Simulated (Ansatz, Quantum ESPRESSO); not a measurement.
# Band offsets of the AlP/GaP(110) superlattice, 5 + 5 layers, a = 5.4 Å, part 3 of 7

Aim: valence and conduction offsets of the AlP/GaP(110) superlattice, 5 + 5 layers, a = 5.4 Å from the line-up of mean potentials.

Quantum ESPRESSO 7.5; plane-wave DFT, LDA, GBRV ultrasoft pseudopotentials; cross-check by Ansatz 0.2.0 with PAW datasets.

So far. Step 3 (SCF with pw.x of bulk AlP): The run needed 8 iterations to bring the estimated error under 1e-07 Ry.

## 7. SCF with pw.x of bulk GaP

System of this step: GaP, zinc blende at a = 5.4 Å. The structure is cubic, space group F-43m (No. 216). Conventional cell: a = 5.400 Å, b = 5.400 Å, c = 5.400 Å, α = 90.00°, β = 90.00°, γ = 90.00°. Nearest to Ga lie 4 P at 2.34 Å. Nearest to P lie 4 Ga at 2.34 Å. Farther neighbours are not listed.

b.in

```
&control
  prefix = 'b'
  outdir = './out'
  pseudo_dir = './pseudo'
  calculation = 'scf'
  tprnfor = .true.
/
&system
  ibrav = 0
  nat = 4
  ntyp = 2
  ecutwfc = 40
  ecutrho = 200
  occupations = 'smearing'
  smearing = 'fd'
  degauss = 0.002
/
&electrons
  conv_thr = 1e-07
  mixing_beta = 0.5
  electron_maxstep = 120
/
ATOMIC_SPECIES
  Ga  69.7230  ga_lda_v1.4.uspp.F.UPF
  P   30.9738  p_lda_v1.5.uspp.F.UPF
CELL_PARAMETERS angstrom
  5.40000000000000 0.00000000000000 0.00000000000000
  0.00000000000000 3.81837661840736 0.00000000000000
  0.00000000000000 0.00000000000000 3.81837661840736
ATOMIC_POSITIONS crystal
  Ga  0.000000000000 0.000000000000 0.000000000000
  P   0.250000000000 0.500000000000 0.000000000000
  Ga  0.500000000000 0.500000000000 0.500000000000
  P   0.750000000000 0.000000000000 0.500000000000
K_POINTS automatic
  6 8 8 0 0 0
```

Command:

```
> OMP_NUM_THREADS=1 mpirun -n 4 pw.x -nk 4 -in b.in > b.out
```

The log of the run:

```text
[banner, memory and clock lines left out]
Program PWSCF v.7.5 starts

          URL

     Found identity + ( -0.5000 -0.5000 -0.5000) symmetry
     This is a supercell, fractional translations are disabled
     Message from routine setup:
     using ibrav=0 with symmetry is DISCOURAGED, use correct ibrav instead

     G-vector sticks info

     bravais-lattice index     =            0
     lattice parameter (alat)  =      10.2045  a.u.
     unit-cell volume          =     531.3099 (a.u.)^3
     number of atoms/cell      =            4
     number of atomic types    =            2
     number of electrons       =        48.00
     number of Kohn-Sham states=           29
     kinetic-energy cutoff     =      40.0000  Ry
     charge density cutoff     =     200.0000  Ry
     scf convergence threshold =      1.0E-07
     mixing beta               =       0.5000
     number of iterations used =            8  plain     mixing
     Exchange-correlation=  SLA  PZ   NOGX NOGC
                           (   1   1   0   0   0   0   0)

     celldm(1)=  10.204521  celldm(2)=   0.000000  celldm(3)=   0.000000
     celldm(4)=   0.000000  celldm(5)=   0.000000  celldm(6)=   0.000000

     crystal axes: (cart. coord. in units of alat)
               a(1) = (   1.000000   0.000000   0.000000 )
               a(2) = (   0.000000   0.707107   0.000000 )
               a(3) = (   0.000000   0.000000   0.707107 )

     reciprocal axes: (cart. coord. in units 2 pi/alat)
               b(1) = (  1.000000  0.000000  0.000000 )
               b(2) = (  0.000000  1.414214  0.000000 )
               b(3) = (  0.000000  0.000000  1.414214 )

     PseudoPot. # 1 for Ga read from file:
     ./pseudo/ga_lda_v1.4.uspp.F.UPF
     Pseudo is Ultrasoft + core correction, Zval = 19.0
     Generated by new atomic code, or converted to UPF format
     Using radial grid of  871 points,  6 beta functions with:
                l(1) =   0
                l(2) =   0
                l(3) =   1
                l(4) =   1
                l(5) =   2
                l(6) =   2
     Q(r) pseudized with  8 coefficients,  rinner =    1.250   1.250   1.250
                                                       1.250   1.250

     PseudoPot. # 2 for P  read from file:
     ./pseudo/p_lda_v1.5.uspp.F.UPF
     Pseudo is Ultrasoft + core correction, Zval =  5.0
     Generated by new atomic code, or converted to UPF format
     Using radial grid of  903 points,  6 beta functions with:
                l(1) =   0
                l(2) =   0
                l(3) =   1
                l(4) =   1
                l(5) =   2
                l(6) =   2
     Q(r) pseudized with  8 coefficients,  rinner =    1.300   1.300   1.300
                                                       1.300   1.300

     atomic species   valence    mass     pseudopotential
     Ga               19.00    69.72300     Ga( 1.00)
     P                 5.00    30.97380     P ( 1.00)

      8 Sym. Ops. (no inversion) found

   Cartesian axes

     site n.     atom                  positions (alat units)
         1        Ga     tau(   1) = (   0.0000000   0.0000000   0.0000000  )
         2        P      tau(   2) = (   0.2500000   0.3535534   0.0000000  )
         3        Ga     tau(   3) = (   0.5000000   0.3535534   0.3535534  )
         4        P      tau(   4) = (   0.7500000   0.0000000   0.3535534  )

     number of k points=    60  Fermi-Dirac smearing, width (Ry)=  0.0020
                       cart. coord. in units 2pi/alat
        k(    1) = (   0.0000000   0.0000000   0.0000000), wk =   0.0052083
        k(    2) = (   0.0000000   0.0000000   0.1767767), wk =   0.0208333
        k(    3) = (   0.0000000   0.0000000   0.3535534), wk =   0.0208333
        k(    4) = (   0.0000000   0.0000000   0.5303301), wk =   0.0208333
        k(    5) = (   0.0000000   0.0000000  -0.7071068), wk =   0.0104167
        k(    6) = (   0.0000000   0.1767767   0.1767767), wk =   0.0208333
        k(    7) = (   0.0000000   0.1767767   0.3535534), wk =   0.0416667
        k(    8) = (   0.0000000   0.1767767   0.5303301), wk =   0.0416667
        k(    9) = (   0.0000000   0.1767767  -0.7071068), wk =   0.0208333
        k(   10) = (   0.0000000   0.3535534   0.3535534), wk =   0.0208333
        k(   11) = (   0.0000000   0.3535534   0.5303301), wk =   0.0416667
        k(   12) = (   0.0000000   0.3535534  -0.7071068), wk =   0.0208333
        k(   13) = (   0.0000000   0.5303301   0.5303301), wk =   0.0208333
        k(   14) = (   0.0000000   0.5303301  -0.7071068), wk =   0.0208333
        k(   15) = (   0.0000000  -0.7071068  -0.7071068), wk =   0.0052083
        k(   16) = (   0.1666667   0.0000000   0.0000000), wk =   0.0104167
        k(   17) = (   0.1666667   0.0000000   0.1767767), wk =   0.0416667
        k(   18) = (   0.1666667   0.0000000   0.3535534), wk =   0.0416667
        k(   19) = (   0.1666667   0.0000000   0.5303301), wk =   0.0416667
        k(   20) = (   0.1666667   0.0000000  -0.7071068), wk =   0.0208333
        k(   21) = (   0.1666667   0.1767767   0.1767767), wk =   0.0416667
        k(   22) = (   0.1666667   0.1767767   0.3535534), wk =   0.0833333
        k(   23) = (   0.1666667   0.1767767   0.5303301), wk =   0.0833333
        k(   24) = (   0.1666667   0.1767767  -0.7071068), wk =   0.0416667
        k(   25) = (   0.1666667   0.3535534   0.3535534), wk =   0.0416667
        k(   26) = (   0.1666667   0.3535534   0.5303301), wk =   0.0833333
        k(   27) = (   0.1666667   0.3535534  -0.7071068), wk =   0.0416667
        k(   28) = (   0.1666667   0.5303301   0.5303301), wk =   0.0416667
        k(   29) = (   0.1666667   0.5303301  -0.7071068), wk =   0.0416667
        k(   30) = (   0.1666667  -0.7071068  -0.7071068), wk =   0.0104167
        k(   31) = (   0.3333333   0.0000000   0.0000000), wk =   0.0104167
        k(   32) = (   0.3333333   0.0000000   0.1767767), wk =   0.0416667
        k(   33) = (   0.3333333   0.0000000   0.3535534), wk =   0.0416667
        k(   34) = (   0.3333333   0.0000000   0.5303301), wk =   0.0416667
        k(   35) = (   0.3333333   0.0000000  -0.7071068), wk =   0.0208333
        k(   36) = (   0.3333333   0.1767767   0.1767767), wk =   0.0416667
        k(   37) = (   0.3333333   0.1767767   0.3535534), wk =   0.0833333
        k(   38) = (   0.3333333   0.1767767   0.5303301), wk =   0.0833333
        k(   39) = (   0.3333333   0.1767767  -0.7071068), wk =   0.0416667
        k(   40) = (   0.3333333   0.3535534   0.3535534), wk =   0.0416667
        k(   41) = (   0.3333333   0.3535534   0.5303301), wk =   0.0833333
[...]
11.0653  11.4090  12.1207  13.1402  13.4143

          k = 0.3333 0.3536 0.5303 (  2271 PWs)   bands (ev):

   -85.8683 -85.8682 -85.8681 -85.8679 -85.8678 -85.8677  -6.8989  -6.8906
    -6.7668  -6.7627  -6.7570  -6.7507  -6.7040  -6.7008  -6.6845  -6.6804
    -2.8477  -2.1451   1.2944   2.1204   3.9387   4.7979   5.9313   5.9853
    10.3936  11.0358  12.3426  13.2741  13.5146

          k = 0.3333 0.3536-0.7071 (  2264 PWs)   bands (ev):

   -85.8682 -85.8681 -85.8681 -85.8679 -85.8677 -85.8677  -6.8991  -6.8991
    -6.7628  -6.7627  -6.7521  -6.7519  -6.7039  -6.7038  -6.6800  -6.6798
    -2.3209  -2.3209   1.3703   1.3703   4.4683   4.4684   5.8072   5.8073
    10.4238  10.4238  12.9463  12.9463  14.1488

          k = 0.3333 0.5303 0.5303 (  2270 PWs)   bands (ev):

   -85.8683 -85.8681 -85.8681 -85.8679 -85.8677 -85.8677  -6.9061  -6.9025
    -6.7589  -6.7561  -6.7438  -6.7418  -6.7111  -6.7089  -6.6814  -6.6785
    -2.3429  -1.8533   1.1794   1.7374   3.6287   4.3050   5.2502   5.5627
    10.1622  11.2917  11.8641  13.2843  13.4272

          k = 0.3333 0.5303-0.7071 (  2270 PWs)   bands (ev):

   -85.8683 -85.8681 -85.8681 -85.8679 -85.8677 -85.8677  -6.9086  -6.9086
    -6.7546  -6.7546  -6.7390  -6.7388  -6.7127  -6.7126  -6.6784  -6.6782
    -1.8958  -1.8958   1.2240   1.2241   4.0071   4.0071   5.0951   5.0951
    10.6110  10.6110  12.3365  12.3365  14.4114

          k = 0.3333-0.7071-0.7071 (  2284 PWs)   bands (ev):

   -85.8684 -85.8682 -85.8682 -85.8680 -85.8678 -85.8678  -6.9128  -6.9128
    -6.7510  -6.7510  -6.7352  -6.7351  -6.7150  -6.7149  -6.6774  -6.6771
    -1.6615  -1.6615   1.0226   1.0227   4.3128   4.3128   4.4160   4.4160
    11.1960  11.1960  11.4141  11.4141  15.4035

          k =-0.5000 0.0000 0.0000 (  2236 PWs)   bands (ev):

   -85.8680 -85.8680 -85.8679 -85.8676 -85.8676 -85.8675  -6.8745  -6.8741
    -6.7662  -6.7662  -6.7658  -6.7658  -6.7103  -6.7099  -6.6796  -6.6793
    -3.8029  -3.8029   4.1017   4.1017   6.0852   6.0852   6.0853   6.0853
     9.8678   9.8678  11.4844  11.4844  14.5836

          k =-0.5000 0.0000 0.1768 (  2266 PWs)   bands (ev):

   -85.8682 -85.8682 -85.8681 -85.8678 -85.8678 -85.8677  -6.8741  -6.8738
    -6.7699  -6.7696  -6.7673  -6.7669  -6.7069  -6.7066  -6.6803  -6.6800
    -3.6831  -3.6831   3.6278   3.6278   5.9637   5.9637   6.1609   6.1610
    10.3836  10.3836  11.8299  11.8299  13.6965

          k =-0.5000 0.0000 0.3536 (  2282 PWs)   bands (ev):

   -85.8683 -85.8683 -85.8682 -85.8679 -85.8679 -85.8678  -6.8776  -6.8774
    -6.7746  -6.7744  -6.7700  -6.7697  -6.6982  -6.6978  -6.6818  -6.6815
    -3.3523  -3.3522   2.5070   2.5070   6.0905   6.0905   6.3582   6.3582
    10.5133  10.5134  12.1922  12.1922  13.4727

          k =-0.5000 0.0000 0.5303 (  2268 PWs)   bands (ev):

   -85.8683 -85.8682 -85.8680 -85.8679 -85.8678 -85.8676  -6.8861  -6.8859
    -6.7747  -6.7746  -6.7728  -6.7725  -6.6882  -6.6879  -6.6831  -6.6828
    -2.9266  -2.9266   1.4372   1.4372   6.4554   6.4555   6.5813   6.5813
     9.8449   9.8449  12.3204  12.3206  12.7604

          k =-0.5000 0.0000-0.7071 (  2316 PWs)   bands (ev):

   -85.8686 -85.8685 -85.8684 -85.8682 -85.8681 -85.8680  -6.8907  -6.8906
    -6.7741  -6.7740  -6.7738  -6.7738  -6.6838  -6.6836  -6.6835  -6.6834
    -2.7000  -2.6999   0.9767   0.9768   6.6834   6.6834   6.6836   6.6836
     9.4376   9.4376  12.4747  12.4747  12.4748

          k =-0.5000 0.1768 0.1768 (  2262 PWs)   bands (ev):

   -85.8682 -85.8682 -85.8681 -85.8678 -85.8677 -85.8677  -6.8742  -6.8739
    -6.7720  -6.7717  -6.7675  -6.7673  -6.7043  -6.7039  -6.6817  -6.6814
    -3.5643  -3.5642   3.3948   3.3948   5.3256   5.3256   6.5182   6.5182
    11.0585  11.0585  11.8925  11.8925  13.1560

          k =-0.5000 0.1768 0.3536 (  2282 PWs)   bands (ev):

   -85.8683 -85.8683 -85.8682 -85.8679 -85.8679 -85.8678  -6.8784  -6.8782
    -6.7733  -6.7730  -6.7687  -6.7685  -6.6969  -6.6966  -6.6847  -6.6844
    -3.2357  -3.2356   2.5143   2.5143   5.1465   5.1465   6.6888   6.6888
    11.0229  11.0229  12.2756  12.2756  13.4080

          k =-0.5000 0.1768 0.5303 (  2262 PWs)   bands (ev):

   -85.8682 -85.8681 -85.8680 -85.8678 -85.8677 -85.8676  -6.8872  -6.8870
    -6.7720  -6.7718  -6.7692  -6.7692  -6.6883  -6.6880  -6.6867  -6.6864
    -2.8124  -2.8123   1.5035   1.5035   5.4783   5.4783   6.6368   6.6368
    10.4486  10.4486  12.4078  12.4080  12.9398

          k =-0.5000 0.1768-0.7071 (  2272 PWs)   bands (ev):

   -85.8684 -85.8682 -85.8681 -85.8679 -85.8677 -85.8677  -6.8917  -6.8916
    -6.7723  -6.7721  -6.7683  -6.7681  -6.6879  -6.6876  -6.6839  -6.6836
    -2.5867  -2.5867   1.0541   1.0541   5.7816   5.7816   6.4585   6.4586
    10.2675  10.2676  12.1760  12.1761  12.9808

          k =-0.5000 0.3536 0.3536 (  2270 PWs)   bands (ev):

   -85.8683 -85.8681 -85.8681 -85.8679 -85.8677 -85.8677  -6.8837  -6.8836
    -6.7697  -6.7695  -6.7639  -6.7639  -6.6936  -6.6932  -6.6901  -6.6898
    -2.9125  -2.9125   2.2924   2.2924   4.2828   4.2828   6.5921   6.5922
    10.9365  10.9365  13.4950  13.4951  13.6536

          k =-0.5000 0.3536 0.5303 (  2274 PWs)   bands (ev):

   -85.8683 -85.8682 -85.8681 -85.8679 -85.8678 -85.8677  -6.8923  -6.8922
    -6.7679  -6.7678  -6.7568  -6.7566  -6.6962  -6.6959  -6.6868  -6.6865
    -2.4946  -2.4946   1.6042   1.6043   4.2874   4.2874   6.1520   6.1520
    10.9563  10.9563  12.6937  12.6937  14.0508

          k =-0.5000 0.3536-0.7071 (  2256 PWs)   bands (ev):

   -85.8683 -85.8680 -85.8680 -85.8678 -85.8676 -85.8676  -6.8964  -6.8964
    -6.7675  -6.7674  -6.7538  -6.7536  -6.6978  -6.6975  -6.6839  -6.6836
    -2.2711  -2.2711   1.2135   1.2136   4.5083   4.5083   5.8184   5.8184
    11.2651  11.2651  12.0053  12.0054  14.2888

          k =-0.5000 0.5303 0.5303 (  2276 PWs)   bands (ev):

   -85.8684 -85.8682 -85.8681 -85.8680 -85.8678 -85.8677  -6.8998  -6.8998
    -6.7637  -6.7637  -6.7443  -6.7441  -6.7039  -6.7036  -6.6847  -6.6844
    -2.0812  -2.0812   1.4369   1.4370   3.7898   3.7898   5.4140   5.4140
    11.3825  11.3825  13.2890  13.2891  13.3743

          k =-0.5000 0.5303-0.7071 (  2264 PWs)   bands (ev):

   -85.8682 -85.8681 -85.8680 -85.8679 -85.8677 -85.8676  -6.9034  -6.9034
    -6.7619  -6.7619  -6.7399  -6.7397  -6.7065  -6.7063  -6.6832  -6.6828
    -1.8583  -1.8583   1.2112   1.2113   3.8818   3.8818   4.9554   4.9554
    11.9047  11.9047  12.5196  12.5196  13.8840

          k =-0.5000-0.7071-0.7071 (  2288 PWs)   bands (ev):

   -85.8683 -85.8683 -85.8683 -85.8679 -85.8679 -85.8679  -6.9067  -6.9067
    -6.7593  -6.7593  -6.7355  -6.7353  -6.7092  -6.7090  -6.6824  -6.6820
    -1.6342  -1.6342   1.0827   1.0828   4.1020   4.1020   4.2453   4.2453
    12.4522  12.4522  12.7335  12.7335  13.8998

     the Fermi energy is     8.5253 ev

!    total energy              =    -861.18684126 Ry
     estimated scf accuracy    <       0.00000009 Ry
     smearing contrib. (-TS)   =      -0.00000000 Ry
     internal energy E=F+TS    =    -861.18684126 Ry

     The total energy is F=E-TS. E is the sum of the following terms:
     one-electron contribution =    -787.38228837 Ry
     hartree contribution      =     410.35384070 Ry
     xc contribution           =    -107.43819648 Ry
     ewald contribution        =    -376.72019711 Ry

     convergence has been achieved in   9 iterations

     Forces acting on atoms (cartesian axes, Ry/au):

     atom    1 type  1   force =     0.00000000    0.00000000    0.00000000
     atom    2 type  2   force =     0.00000036    0.00000000    0.00000000
     atom    3 type  1   force =     0.00000000    0.00000000    0.00000000
     atom    4 type  2   force =    -0.00000036    0.00000000    0.00000000

     Total force =     0.000001     Total SCF correction =     0.000048
     SCF correction compared to forces is large: reduce conv_thr to get better values

     XML data file, charge density, pseudopotentials, collected wavefunctions

                                        0.00s GPU  (     635 calls)
```

It took 19 s on 4 MPI ranks of Arm Neoverse V1, shared host; peak memory 0.37 GiB; 76 s of CPU time.

Numbers from this step:

```
free energy  : -11717.0439 eV
Fermi energy : 8.525 eV
```

[end of part 3 of 7]

[Logs are printed without paths, hosts, clocks, repeated set-up lines and the standing remarks that a program may print on its own settings, such as how far it seeks lower states.]

[Hosts, paths, dates, database ids (printed as entryN), source tags and the programs' standing remarks are cut or masked in the printed files.]

[Maps of the electrostatic potential energy from Ansatz leave out the sawtooth potential of an applied field or a dipole correction, so their vacuum need not be flat; planar profiles and work functions include it.]
